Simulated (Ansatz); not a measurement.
# Zone-centre phonons of WS2 at 18 GPa: input and output

All numbers below come from DFT PBEsol, scalar-relativistic, plane waves, PAW in Ansatz.

Launched with:
```bash
ansatz run input.yaml --threads 1 --pin off --max-ram 3072MiB --backend cpu --events-out ev --progress --plain --runs-dir out
```

Input (bare energies are in eV):
```yaml
crystal:
  lattice:
    - [1.5228090589, 0.87919422, 5.4637976271]
    - [-1.5228090589, 0.87919422, 5.4637976271]
    - [0.0, -1.7583884401, 5.4637976271]
  atoms:
    - { symbol: W, position: [-0.0005313493, -0.0005313493, -0.0005313493] }
    - { symbol: S, position: [0.761858854, 0.761858854, 0.761858854] }
    - { symbol: S, position: [0.5699724954, 0.5699724954, 0.5699724954] }
basis:
  ecutwfc: 420
kpoints:
  mp_grid: { grid: [12, 12, 12] }
hamiltonian:
  xc: pbesol
scf:
  occupations: { method: gaussian, width: 0.01 }
output:
  eigenvalues: true
phonons:
  method: dfpt
  eigenvectors: true
```

Results section of the output:
```
--- Phonons (Γ-DFPT): 6 representative perturbations + reference, on 476 of 1728 k-points (Σ response iterations 18) ---
  k mesh reduced under 2 symmetry operations, with k and −k counted as one. Each operation leaves every solved perturbation unchanged. A smaller set is not used because it would not reduce the number of displacements ...
  ASR residual: 2.285e-5 → 0.000e0 eV/Å²; symmetrization residual: 2.531e-6 eV/Å²
  ASR residual per site (eV/Å²): 2.28e-5 1.45e-5 1.32e-5
  Γ frequencies (cm⁻¹): 0.00 0.00 0.00 328.22 328.22 373.78 373.78 453.49 468.82
  non-analytic LO–TO correction: not included (Born effective charges unavailable; polar crystals: no LO–TO splitting at Γ)
```

Time: 3.2 min on 1 thread of Intel(R) Xeon(R) 6975P-C (Granite Rapids), on a shared host, peak memory 1.4 GiB.

Spin–orbit coupling is left out, which matters for heavy elements. Other phases may be more stable at this pressure. The bands were filled as in an insulator; under compression the gap may have closed between mesh points.

This form isn't the usual stable structure of the compound at low pressure.